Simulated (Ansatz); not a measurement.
# Bands of InSb

```
CELL_PARAMETERS angstrom
5.35700 0.00000 0.00000
0.00000 5.71200 0.00000
0.00000 0.00000 3.06300
ATOMIC_POSITIONS crystal
In 0.00000 0.00000 0.00000
In 0.50000 0.50000 0.00000
Sb 0.50000 0.00000 0.83500
Sb 0.00000 0.50000 0.16500
```

Atoms are numbered in the order listed.

Conventional cell: a = 5.357 Å, b = 5.712 Å, c = 3.063 Å, α = 90.00°, β = 90.00°, γ = 90.00°. In (atom 1) has 4 Sb at 2.73 to 2.90 Å and 2 In at 3.06 Å as nearest neighbours. Sb (atom 3) has 4 In at 2.73 to 2.90 Å and 2 Sb at 3.06 Å as nearest neighbours.

The geometry is COD entry 1525500, unchecked; take it as a test cell.

No spin–orbit coupling, which matters for the heavy atoms here.

Computed with Ansatz 0.2.0, DFT, LDA, all-electron LAPW, scalar-relativistic.

Sampling and basis: a Γ-centred 6×6×11 k mesh, Fermi–Dirac smearing of 0.08 eV, basis error target 1 meV/atom, no spin polarisation.

Points in fractions of the reciprocal vectors of this cell: Γ (0, 0, 0), X (0.5, 0, 0), S (0.5, 0.5, 0), Y (0, 0.5, 0), Z (0, 0, 0.5), U (0.5, 0, 0.5), R (0.5, 0.5, 0.5), T (0, 0.5, 0.5). The path joins them by straight lines in the order Γ–X–S–Y–Γ–Z–U–R–T; legs that retrace an earlier one aren't tabulated. Energies are in eV from the Fermi level.

List the levels at X between -14 and 5 eV.

-11.60 (×2), -6.81 (×2), -4.42 (×2), 0.99 (×2), 4.27 (×2), 4.65 (×2).

List the levels at S between -14 and 5 eV.

-11.30 (×2), -8.62 (×2), -0.40 (×2), 1.32 (×2), 2.43 (×2), 2.72 (×2), 4.61 (×2).

List the levels at U between -14 and 5 eV.

-8.73 (×2), -5.35 (×2), -3.20 (×2), -1.97 (×2), -1.29 (×2), 2.85 (×2), 4.02 (×2).

What is the band gap?

none: bands cross the Fermi level, a metal.
